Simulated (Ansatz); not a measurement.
Moving the dispersion correction in ZnCu2SnS4

The cell as given:

```cif
data_structure
_symmetry_space_group_name_H-M 'I-42m'
_symmetry_Int_Tables_number 121
_cell_length_a 5.3970
_cell_length_b 5.3970
_cell_length_c 10.7912
_cell_angle_alpha 90.000
_cell_angle_beta 90.000
_cell_angle_gamma 90.000
_cell_volume 314.32
loop_
_atom_site_label
_atom_site_type_symbol
_atom_site_symmetry_multiplicity
_atom_site_Wyckoff_symbol
_atom_site_fract_x
_atom_site_fract_y
_atom_site_fract_z
_atom_site_occupancy
Sn1 Sn 2 b 0.50000 0.50000 0.00000 1
Zn1 Zn 2 a 0.00000 0.00000 0.00000 1
Cu1 Cu 4 d 0.00000 0.50000 0.25000 1
S1 S 8 i 0.74204 0.74204 0.36674 1
```

Measurements of this composition are mostly on another form, of space group No. 82.

Kept alike: task relaxation of cell and atoms; functional PBEsol; k mesh 7 × 7 × 7; occupations fermi-dirac, width 0.05 eV; no spin polarisation. Program: Ansatz, Ansatz PAW, cutoff 420 eV. The mesh is that of the run's cell of 8 atoms. No spin-orbit coupling.

```csv
dispersion correction,volume (Å³/atom)
D3(BJ),18.827
D3(BJ)-ATM,18.917
D4,19.024
none,19.405
```

The relaxations keep at least the cell's symmetry (I-42m). For a metal such a mesh leaves the last digits unconverged. Relaxations stop with a little pressure left, so the last digits of a volume or edge aren't settled. All rows use potentials made for PBE.

The volume runs from 18.827 (D3(BJ)) to 19.405 Å³/atom (none). Against no correction: D3(BJ) -3.0 %; D3(BJ)-ATM -2.5 %; D4 -2.0 %. Dispersion terms mostly attract and so lower the volume; the schemes' coefficients and damping set how far.
